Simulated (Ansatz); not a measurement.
BN (F-43m), ideal shear of a crystal plane

Theory: Ansatz, DFT r2SCAN, scalar-relativistic, plane waves, PAW. The runs took a 500 eV cutoff, a Γ-centred 10×10×2 mesh and Gaussian smearing (0.05 eV). No spin polarisation. Energies are free energies at this smearing, counted from the undisturbed cell; pressure is positive in compression.

Zero of the scan (relaxed at this level):

```
CELL_PARAMETERS angstrom
1.80481 -1.80481 0.00000
1.80481 0.00000 -1.80481
7.21926 7.21926 7.21926
ATOMIC_POSITIONS crystal
B 0.00000 0.00000 0.39580
B 0.33333 0.33333 0.22913
B 0.66667 0.66667 0.56247
B 0.00000 0.00000 0.89580
B 0.33333 0.33333 0.72913
B 0.66667 0.66667 0.06247
N 0.66667 0.66667 0.43747
N 0.00000 0.00000 0.27080
N 0.33333 0.33333 0.60413
N 0.66667 0.66667 0.93747
N 0.00000 0.00000 0.77080
N 0.33333 0.33333 0.10413
```

The cut lies on the cell's a–b face, a (1 -1 1) plane (indices in the standard cell, whose axes needn't be the Cartesian ones shown) of area 5.64 Å², between layers 1.56 Å apart. Vector c is tilted by f times 1·a + 0·b (length 2.552 Å) with the atoms' Cartesian places fixed: one unrelaxed fault a cell. The traction is dγ/du, the slope of γ against the slip u in Å. Some rows repeat others by symmetry and weren't run.

```
     f  γ (mJ/m²) traction (GPa)
0.0000          0             0.0
0.1000        606            47.1
0.2000       2349            87.5
0.3000       4885           105.8
0.4000       7354            78.0
0.5000       8416             0.0
0.6000       7354           -78.0
0.7000       4885          -105.8
0.8000       2349           -87.5
0.9000        606           -47.1
```

Task: Read off the first barrier and the stress needed to climb it, and compare with Frenkel's sinusoid.

Result: The first sampled maximum lies at f = 0.500, a slip of 1.28 Å, with γ ≈ 8416 mJ/m², which stands in for the unstable fault energy γ_us, and the steepest sampled slope before it is 105.8 GPa. A sinusoid γ = γ_us sin²(πu/λ) with its maximum there has λ = 2.55 Å and a largest slope πγ_us/λ = 103.6 GPa (1 mJ/m² per Å = 0.01 GPa). The stand-in is too high: the stress and forces give a traction of 42.8 GPa across the line at this point, so it is no saddle, and slip that bends off the line crosses lower.

Task: Is there a metastable fault on this line?

Result: Apart from points where γ returns to about zero, no local minimum shows among the samples, so at this sampling the line offers no fault for a dislocation to split on; a fault can still lie off the line.

The cut is rigid; relaxing the faces lowers these energies and usually the stresses.

Cost: 6 runs of about 5 core-minutes in all, on Arm Neoverse V2 (shared hosts).